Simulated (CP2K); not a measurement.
**MgS (Niningerite) under changes of volume**

One of the cells (17.609 Å³/atom); the others are scaled copies at fixed shape and fractional positions:

```xyz
2
Lattice="3.6793 0.0000 0.0000 1.8396 3.1864 0.0000 1.8396 1.0621 3.0041" Properties=species:S:1:pos:R:3 pbc="T T T"
S     3.6793    2.1242    1.5021
Mg    0.0000    0.0000    0.0000
```

| Property | Result |
| --- | --- |
| Program | CP2K 2026.2 |
| Functional | PBEsol |
| Potentials or basis | POTENTIAL_UZH S GTH-PBE-q6, Mg GTH-PBE-q10; TZVP-MOLOPT-PBE-GTH basis |
| Density cutoff | 19048 eV |
| k mesh | 9 × 9 × 9 |
| Occupations | fermi-dirac, width 0.0259 eV |
| Spin | no spin polarisation |

```csv
volume (Å³/atom),energy over the lowest point (meV/atom),pressure (GPa),gap on the mesh (eV)
16.553,23.02,6.6,2.85
16.905,10.67,4.6,2.81
17.257,4.76,2.7,2.77
17.609,0.64,1.1,2.73
17.962,0.00,-0.4,2.69
18.314,?,?,?
18.666,7.81,-3.0,2.61
```

**Question.** What does the run at 18.314 Å³/atom give?

**Answer.** Energy over the lowest point 2.49 meV/atom; pressure -1.8 GPa; gap on the mesh 2.65 eV.

Worked out: A Birch-Murnaghan fit of order 3 (a polynomial in V^(-2/3)) to the other rows has its minimum at 17.82 Å³/atom with B0 = V·E''(V) = 68 GPa and B' = 5.9. It gives 2.79 meV/atom at 18.314 Å³/atom, against the run's 2.49, and -dE/dV = -1.7 GPa, against -1.8. A straight line through the other rows of the gap, of slope -2 eV per unit of ln V, gives 2.65 eV, against the run's 2.65.

Energies are extrapolated to zero smearing.

Caveats: the potentials were made for another functional, which shifts forces and pressure; an odd mesh through Γ misses points on the zone boundary, where band edges often lie; the basis of atomic orbitals isn't converged, which shifts pressures, moduli and gaps.
